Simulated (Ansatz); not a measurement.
The system is CO2.

```
O C
1.0
    -1.97473    1.97473    3.01406
     1.97473   -1.97473    3.01406
     1.97473    1.97473   -3.01406
O C
4 2
Direct
  0.87500 0.95980 0.58480
  0.37500 0.29020 0.41520
  0.04020 0.62500 0.91520
  0.70980 0.12500 0.08480
  0.00000 0.00000 0.00000
  0.75000 0.25000 0.50000
```

The cell comes from a database or a generator and needn't be the stable form of this composition.

* Program: Ansatz 0.2.0
* Task: relaxation of cell and atoms
* Functional: LDA
* Potentials or basis: Ansatz PAW
* Cutoff: 420 eV (not typed: the program's choice for these potentials)
* k mesh: 9 × 9 × 9
* Occupations: fermi-dirac, width 0.05 eV
* Spin: no spin polarisation

At the start: volume 7.84 Å³/atom.

Question: Where does the relaxation end?

Answer: It ends after 10 steps and the volume is 7.35 Å³/atom (-6.2 %); space group I-42d (No. 122, to 0.05 Å).

Step by step:
| step | energy change (eV) | largest force (eV/Å) | volume (Å³) |
| --- | --- | --- | --- |
| 1 | 0.0000 | 0.5514 | 47.01 |
| 2 | -0.1197 | 0.2817 | 44.89 |
| 3 | -0.1378 | 0.0568 | 44.18 |
| 4 | -0.1373 | 0.0209 | 44.27 |
| 5 | -0.1369 | 0.0007 | 44.32 |
| 6 | -0.1163 | 0.0002 | 44.32 |
| 7 | -0.1188 | 0.0007 | 44.12 |
| 8 | -0.1166 | 0.0005 | 44.12 |
| 9 | -0.1167 | 0.0002 | 44.11 |
| 10 | -0.1166 | 0.0002 | 44.11 |

Final structure:
```
O C
1.0
    -1.93428    1.93428    2.94723
     1.93428   -1.93428    2.94723
     1.93428    1.93428   -2.94723
O C
4 2
Cartesian
  1.2802 0.9671 3.6840
  0.6541 0.9671 0.7368
  2.9014 0.6541 -0.7368
  -0.9671 1.2802 2.2104
  0.0000 0.0000 0.0000
  0.0000 1.9343 1.4736
```

Caveat: the plane-wave basis is chosen anew once the cell has moved, so the energies of steps on either side of that aren't comparable; the pressure holds a Pulay correction of +1.7 GPa for the finite cutoff; the PAW data sets come from PBE, with cores solved anew for the run's functional, which leaves a small shift of forces and pressure.
